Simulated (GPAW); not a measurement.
Input of a GPAW 26.7.0 run:

File run.py:

```python
from ase import Atoms
from ase.filters import FrechetCellFilter
from ase.io import write
from ase.optimize import BFGS
from ase.units import GPa
from gpaw import GPAW, PW, setup_paths

setup_paths.insert(0, '.')

atoms = Atoms(['Ti', 'Ti'],
              cell=[[2.95, 0.0, 0.0],
                    [-1.475, 2.5547749412, 0.0],
                    [0.0, 0.0, 4.68]],
              scaled_positions=[[0.6666666667, 0.3333333333, 0.75],
                                [0.3333333333, 0.6666666667, 0.25]],
              pbc=True)

calc = GPAW(mode=PW(600),
            xc='PBEsol',
            kpts={'size': (8, 8, 4), 'gamma': True},
            occupations={'name': 'fermi-dirac', 'width': 0.05},
            nbands=24,
            convergence={'density': 1e-05, 'forces': 0.0001},
            maxiter=150,
            txt='gpaw.txt')
atoms.calc = calc
opt = BFGS(FrechetCellFilter(atoms, scalar_pressure=2 * GPa), trajectory='relax.traj', logfile='-')
done = opt.run(fmax=0.02, steps=60)
calc.write('gs.gpw')
write('result.traj', atoms)
print('Converged:', done)
print('Cell:', atoms.cell.cellpar().round(4))
print('Volume:', round(atoms.get_volume(), 4))
print(atoms.get_scaled_positions().round(5))
```

Potentials or basis: PAW data sets generated in the run's folder for this functional, pw.

Launch:

```bash
$ gpaw-setup -f PBEsol Ti
$ OMP_NUM_THREADS=1 python run.py
```

Estimate the band gap on the k mesh.

none (metal or under the smearing width).

Estimate the relaxed cell.

a = 2.886 Å, b = 2.886 Å, c = 4.543 Å, α = 90.00°, β = 90.00°, γ = 120.00°.

Final structure:
```
CELL_PARAMETERS angstrom
2.88594 0.00000 0.00000
-1.44297 2.49930 0.00000
0.00000 0.00000 4.54309
ATOMIC_POSITIONS crystal
Ti 0.66667 0.33333 0.75000
Ti 0.33333 0.66667 0.25000
```

Caveat: later steps reuse the first step's grids.
